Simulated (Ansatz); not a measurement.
Geometry optimisation in Ansatz: input, command and trajectory.

```yaml
crystal:
  lattice:
    - [3.6385954004, 0.0, 0.0]
    - [0.0, 3.6385954004, 0.0]
    - [0.0, 0.0, 3.4690297895]
  atoms:
    - { symbol: Ni, position: [0.5, 0.0, 0.5] }
    - { symbol: Ni, position: [0.0, 0.5, 0.5] }
    - { symbol: Ni, position: [0.5, 0.5, 0.0] }
    - { symbol: Ge, position: [0.0, 0.0, 0.0] }
basis:
  ecutwfc: 500
kpoints:
  mp_grid: { grid: [14, 14, 14] }
hamiltonian:
  xc: r2scan
scf:
  occupations: { method: gaussian, width: 0.1 }
output:
  forces: true
  stress: true
  eigenvalues: true
relax:
  adjacent_minimum: "off"
  f_tol: 0.008
  max_steps: 40
  cell: { stress_tol: 0.015, fix: [a, b, gamma] }
```

```bash
ansatz run input.yaml --threads 1 --pin off --max-ram 2560MiB --backend cpu --events-out ev --progress --plain --runs-dir out
```

Computed with DFT r2SCAN, scalar-relativistic, plane waves, PAW (Ansatz).

Of 7 frames 6 are shown, positions in Å and forces in eV/Å; the SCF threshold varies from step to step. Steps run on the plane waves of an earlier cell, with a Pulay correction in the pressure. The basis is chosen afresh for the last frame, the zero of the energies, and at times for earlier ones too; energy and pressure step there, also at an unchanged geometry. Spin polarisation was left out; whether the Ni atoms would carry moments isn't shown by this run.

```xyz
4
Lattice="3.6386 0.0000 0.0000 0.0000 3.6386 0.0000 0.0000 0.0000 3.4690" Properties=species:S:1:pos:R:3:forces:R:3 pbc="T T T" step=1 free_energy_over_end_meV_per_atom=2.19 pressure_GPa=-7.80
Ni    1.8193    0.0000    1.7345    0.0000    0.0000    0.0000
Ni    0.0000    1.8193    1.7345    0.0000    0.0000    0.0000
Ni    1.8193    1.8193    0.0000    0.0000    0.0000    0.0000
Ge    0.0000    0.0000    0.0000    0.0000    0.0000    0.0000
4
Lattice="3.6386 0.0000 0.0000 0.0000 3.6386 0.0000 0.0000 0.0000 3.4428" Properties=species:S:1:pos:R:3:forces:R:3 pbc="T T T" step=2 free_energy_over_end_meV_per_atom=0.45 pressure_GPa=-6.39
Ni    1.8193    0.0000    1.7214    0.0000    0.0000    0.0000
Ni    0.0000    1.8193    1.7214    0.0000    0.0000    0.0000
Ni    1.8193    1.8193    0.0000    0.0000    0.0000    0.0000
Ge    0.0000    0.0000    0.0000    0.0000    0.0000    0.0000
4
Lattice="3.6386 0.0000 0.0000 0.0000 3.6386 0.0000 0.0000 0.0000 3.4167" Properties=species:S:1:pos:R:3:forces:R:3 pbc="T T T" step=3 free_energy_over_end_meV_per_atom=-0.17 pressure_GPa=-4.91
Ni    1.8193    0.0000    1.7084    0.0000    0.0000    0.0000
Ni    0.0000    1.8193    1.7084    0.0000    0.0000    0.0000
Ni    1.8193    1.8193    0.0000    0.0000    0.0000    0.0000
Ge    0.0000    0.0000    0.0000    0.0000    0.0000    0.0000
4
Lattice="3.6386 0.0000 0.0000 0.0000 3.6386 0.0000 0.0000 0.0000 3.4177" Properties=species:S:1:pos:R:3:forces:R:3 pbc="T T T" step=4 free_energy_over_end_meV_per_atom=-0.16 pressure_GPa=-4.96
Ni    1.8193    0.0000    1.7088    0.0000    0.0000    0.0000
Ni    0.0000    1.8193    1.7088    0.0000    0.0000    0.0000
Ni    1.8193    1.8193    0.0000    0.0000    0.0000    0.0000
Ge    0.0000    0.0000    0.0000    0.0000    0.0000    0.0000
4
Lattice="3.6386 0.0000 0.0000 0.0000 3.6386 0.0000 0.0000 0.0000 3.4177" Properties=species:S:1:pos:R:3:forces:R:3 pbc="T T T" step=5 free_energy_over_end_meV_per_atom=0.00 pressure_GPa=-4.98
Ni    1.8193    0.0000    1.7088    0.0000    0.0000    0.0000
Ni    0.0000    1.8193    1.7088    0.0000    0.0000    0.0000
Ni    1.8193    1.8193    0.0000    0.0000    0.0000    0.0000
Ge    0.0000    0.0000    0.0000    0.0000    0.0000    0.0000
4
Lattice="3.6386 0.0000 0.0000 0.0000 3.6386 0.0000 0.0000 0.0000 3.4174" Properties=species:S:1:pos:R:3:forces:R:3 pbc="T T T" step=7 free_energy_over_end_meV_per_atom=0.00 pressure_GPa=-4.96
Ni    1.8193    0.0000    1.7087    0.0000    0.0000    0.0000
Ni    0.0000    1.8193    1.7087    0.0000    0.0000    0.0000
Ni    1.8193    1.8193    0.0000    0.0000    0.0000    0.0000
Ge    0.0000    0.0000    0.0000    0.0000    0.0000    0.0000
```

The run took 3.9 min on 1 thread of Intel(R) Xeon(R) 6975P-C (Granite Rapids), on a shared host, peak memory 0.88 GiB.